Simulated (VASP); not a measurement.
# Hf (P6_3/mmc) in VASP: relaxation of cell and atoms with r2SCAN

Aim: the relaxation of cell and atoms of Hf with r2SCAN.

All numbers are computed with VASP 6.6.1; they aren't measurements. Logs are shortened: lines on timing, memory, paths and dates and some standing lists are left out, and cuts for length are marked.

### 1 The structure

Symmetry: P6_3/mmc, No. 194, hexagonal system. Conventional cell: a = 3.197 Å, b = 3.197 Å, c = 5.058 Å, α = 90.00°, β = 90.00°, γ = 120.00°. Hf (site symmetry -6m2) is surrounded by 12 Hf at 3.13 to 3.20 Å.

### 2 Relaxation of cell and atoms, r2SCAN

The input, INCAR:

```
ALGO = Normal
EDIFF = 1E-7
EDIFFG = -0.004
ENCUT = 600
IBRION = 2
ISIF = 3
ISMEAR = 0
LASPH = T
LCHARG = F
LMIXTAU = T
LREAL = F
LWAVE = F
METAGGA = R2SCAN
NELM = 60
NSW = 80
PREC = Accurate
SIGMA = 0.1
```

The input, KPOINTS:

```
k-points
0
Gamma
  15 15 8
```

The input, POSCAR:

```
Hf
1.0
    3.1967000000      0.0000000000      0.0000000000
   -1.5983500000      2.7684234100      0.0000000000
    0.0000000000      0.0000000000      5.0578000000
Hf
2
Direct
    0.3333333300      0.6666666700      0.2500000000
    0.6666666700      0.3333333300      0.7500000000
```

Potentials or basis: VASP PAW PBE potentials, release 64 (Hf_pv).

On the command line:

```
$ cat potpaw_PBE.64/Hf_pv/POTCAR > POTCAR
$ mpirun -np 1 vasp_std > vasp.out
```

OUTCAR:

```text
EDIFF = 1E-7
   EDIFFG = -0.004
   ENCUT = 600
   IBRION = 2
   ISIF = 3
   ISMEAR = 0
   LASPH = T
   LREAL = F
   METAGGA = R2SCAN
   NELM = 60
   NSW = 80
   PREC = Accurate

 ion  position               nearest neighbor table
   1  0.333  0.667  0.250-   2 3.13   2 3.13   2 3.13   2 3.13   2 3.13   2 3.13
   2  0.667  0.333  0.750-   1 3.13   1 3.13   1 3.13   1 3.13   1 3.13   1 3.13

  LATTYP: Found a hexagonal cell.
 ALAT       =     3.1967000000
 C/A-ratio  =     1.5821941377

  Lattice vectors:

 A1 = (   3.1967000000,   0.0000000000,   0.0000000000)
 A2 = (  -1.5983500000,   2.7684234100,   0.0000000000)
 A3 = (   0.0000000000,   0.0000000000,   5.0578000000)

Analysis of symmetry for initial positions (statically):
=====================================================================
 Subroutine PRICEL returns:
 Original cell was already a primitive cell.

 Routine SETGRP: Setting up the symmetry group for a
 hexagonal supercell.

 Subroutine GETGRP returns: Found 24 space group operations
 (whereof 12 operations were pure point group operations)
 out of a pool of 24 trial point group operations.

The static configuration has the point symmetry D_3d.
 The point group associated with its full space group is D_6h.

Analysis of symmetry for dynamics (positions and initial velocities):
=====================================================================
 Subroutine PRICEL returns:
 Original cell was already a primitive cell.

 Routine SETGRP: Setting up the symmetry group for a
 hexagonal supercell.

 Subroutine GETGRP returns: Found 24 space group operations
 (whereof 12 operations were pure point group operations)
 out of a pool of 24 trial point group operations.

The dynamic configuration has the point symmetry D_3d.
 The point group associated with its full space group is D_6h.

 Subroutine INISYM returns: Found 24 space group operations
 (whereof 12 operations are pure point group operations),
 and found     1 'primitive' translations

----------------------------------------------------------------------------------------

                                     Primitive cell

  volume of cell :      44.7606

  direct lattice vectors                    reciprocal lattice vectors
     3.196700000  0.000000000  0.000000000     0.312822598  0.180608211  0.000000000
    -1.598350000  2.768423410  0.000000000     0.000000000  0.361216422  0.000000000
     0.000000000  0.000000000  5.057800000     0.000000000  0.000000000  0.197714421
[... 108 lines left out ...]
   LORBIT       =      0    0 simple, 1 ext, 2 COOP (PROOUT), +10 PAW based schemes
   METAGGA = R2SCAN    functional components
   LHFCALC =     F    Hartree Fock is set to
   AEXX    =    0.0000 exact exchange contribution
   IVDW    =     0    specifies the selected vdW correction
   LEPSILON=     F    determine dielectric tensor
   LRPA    =     F    only Hartree local field effects (RPA)
 conjugate gradient relaxation of ions
 non-spin polarized calculation
 Gauss-broadening in eV      SIGMA  =   0.10
  energy-cutoff  :      600.00
  volume of cell :       44.76
 maximum number of plane-waves:      1515
 NGX is ok and might be reduce to    28
   NGX = 13   NGY = 13   NGZ = 21

--------------------------------------- Ionic step        1  -------------------------------------------

 number of electron      20.0000001 magnetization

 Free energy of the ion-electron system (eV)
  ---------------------------------------------------
  ext. energy  EPLUGINS =         0.00000000
  ---------------------------------------------------
  free energy    TOTEN  =       -90.30601730 eV

  energy without entropy =      -90.29971452  energy(sigma->0) =      -90.30286591

------------------------ aborting loop because EDIFF is reached ----------------------------------------

  FORCE on cell =-STRESS in cart. coord.  units (eV):
  Direction    XX          YY          ZZ          XY          YZ          ZX
  --------------------------------------------------------------------------------------
  -------------------------------------------------------------------------------------
  Total       -0.1672847     -0.1672847     -0.2975288      0.0000000     -0.0000000      0.0000000
  in kB       -5.9878478     -5.9878478    -10.6498511      0.0000000     -0.0000000      0.0000000
  external PRESSURE =      -7.5418489 kB  Pullay stress =       0.0000000 kB
[... 131 lines left out ...]
--------------------------------------- Ionic step        5  -------------------------------------------

 number of electron      20.0000000 magnetization

 Free energy of the ion-electron system (eV)
  ---------------------------------------------------
  ext. energy  EPLUGINS =         0.00000000
  ---------------------------------------------------
  free energy    TOTEN  =       -90.30689259 eV

  energy without entropy =      -90.30075140  energy(sigma->0) =      -90.30382199

 E-fermi :   4.8939     XC(G=0): -12.1868

 val. band max:        4.8635347088   @ k =   0.0667   0.0667   0.0000
 cond. band min:       4.9108351683   @ k =   0.3333   0.3333   0.2500
 fundamental gap:      0.0473004596
 Fermi energy:         4.8938960420

 k-point     1 :       0.0000    0.0000    0.0000
  band No.  band energies     occupation
      1     -27.3707      2.00000
      2     -26.5834      2.00000
      3     -26.5834      2.00000
      4     -26.4511      2.00000
      5     -26.4496      2.00000
      6     -26.4496      2.00000
      7      -2.8986      2.00000
      8       1.0180      2.00000
      9       5.3330      0.00000
     10       6.2045      0.00000
     11       6.2045      0.00000
     12       6.5483      0.00000
     13       7.0938      0.00000
     14       7.0938      0.00000
[... 377 lines left out ...]
      1     -27.1201      2.00000
      2     -26.9679      2.00000
      3     -26.9189      2.00000
      4     -26.8730      2.00000
      5     -26.7344      2.00000
      6     -26.6741      2.00000
      7       2.1358      2.00000
      8       2.6320      2.00000
      9       2.7803      2.00000
     10       3.4540      2.00000
     11       5.3845      0.00000
     12       5.5980      0.00000
     13       6.9275      0.00000
     14      10.2658      0.00000

 [... further k-points ...]

------------------------ aborting loop because EDIFF is reached ----------------------------------------

  FORCE on cell =-STRESS in cart. coord.  units (eV):
  Direction    XX          YY          ZZ          XY          YZ          ZX
  --------------------------------------------------------------------------------------
  -------------------------------------------------------------------------------------
  Total        0.0078272      0.0078272     -0.0046859      0.0000000     -0.0000000     -0.0000000
  in kB        0.2821317      0.2821317     -0.1689015      0.0000000     -0.0000000     -0.0000000
  external PRESSURE =       0.1317873 kB  Pullay stress =       0.0000000 kB
[... 17 lines left out ...]
  FREE ENERGIE OF THE ION-ELECTRON SYSTEM (eV)
  ---------------------------------------------------
  free  energy   TOTEN  =       -90.3068925884 eV

  energy  without entropy=      -90.3007514010  energy(sigma->0) =      -90.30382199

 reached required accuracy - stopping structural energy minimisation
```

OSZICAR:

```text
N       E                     dE             d eps       ncg     rms          rms(c)
DAV:   1    -0.216637038808E+02   -0.21664E+02   -0.13077E+04  3788   0.157E+03
DAV:   2    -0.935803422698E+02   -0.71917E+02   -0.70694E+02  4686   0.296E+02
DAV:   3    -0.959748564477E+02   -0.23945E+01   -0.23117E+01  5138   0.342E+01
[... 70 lines left out ...]
DAV:   4    -0.903068867848E+02    0.19382E-04   -0.51884E-05  5044   0.498E-02    0.245E-02
DAV:   5    -0.903068925708E+02   -0.57860E-05   -0.92302E-06  4392   0.264E-02    0.163E-02
DAV:   6    -0.903068907681E+02    0.18027E-05   -0.26010E-06  4020   0.177E-02    0.427E-03
DAV:   7    -0.903068924134E+02   -0.16452E-05   -0.33278E-06  3960   0.193E-02    0.994E-04
DAV:   8    -0.903068926673E+02   -0.25390E-06   -0.10879E-07  2868   0.342E-03    0.119E-03
DAV:   9    -0.903068925884E+02    0.78923E-07   -0.80651E-09  2112   0.738E-04
   5 F= -.90306893E+02 E0= -.90303822E+02  d E =-.632171E-04
```

CONTCAR:

```text
Hf
   1.00000000000000
     3.1928671181913715   -0.0000000000000000    0.0000000000000000
    -1.5964335590956857    2.7651040369778133    0.0000000000000000
    -0.0000000000000000   -0.0000000000000000    5.0347155094945615
  Hf
     2
Direct
     0.3333333300000021    0.6666666699999979    0.2500000000000000
     0.6666666699999979    0.3333333300000021    0.7500000000000000

  0.00000000E+00  0.00000000E+00  0.00000000E+00
  0.00000000E+00  0.00000000E+00  0.00000000E+00
```

Wall time 12 min (1 thread of Intel Xeon 6975P-C (Granite Rapids), shared host); peak memory 0.26 GiB.

Results:

| Item | Value |
| --- | --- |
| Free energy | -90.3069 eV |
| Relaxed volume | 22.22 Å³/atom |
| Relaxed cell | a = 3.193 Å, b = 3.193 Å, c = 5.035 Å, α = 90.00°, β = 90.00°, γ = 120.00° |
| Space group after relaxing (to 0.05 Å) | P6_3/mmc (No. 194) |
| Energy gained by relaxing | 0.4 meV/atom |
| Ionic steps | 5 |
| Pressure after relaxing | 0.0 GPa |
| Band gap on the k mesh | none (metal or under the smearing width) |

Step by step:
```
step  energy change (eV)  largest force (eV/Å)  pressure (GPa)  volume (Å³)
   1              0.0000                0.0000           -0.75        44.76
   2              0.0003                0.0000            0.96        44.08
   3             -0.0008                0.0000            0.03        44.44
   4             -0.0008                0.0000            0.04        44.44
   5             -0.0009                0.0000            0.01        44.45
```

Final structure:
```yaml
crystal:
  lattice:
    - [3.19287, 0.00000, 0.00000]
    - [-1.59643, 2.76510, 0.00000]
    - [0.00000, 0.00000, 5.03472]
  atoms:
    - { symbol: Hf, position: [0.33333, 0.66667, 0.25000] }
    - { symbol: Hf, position: [0.66667, 0.33333, 0.75000] }
```

Caveat: the PAW data sets were made with another functional, which shifts forces and pressure a little.
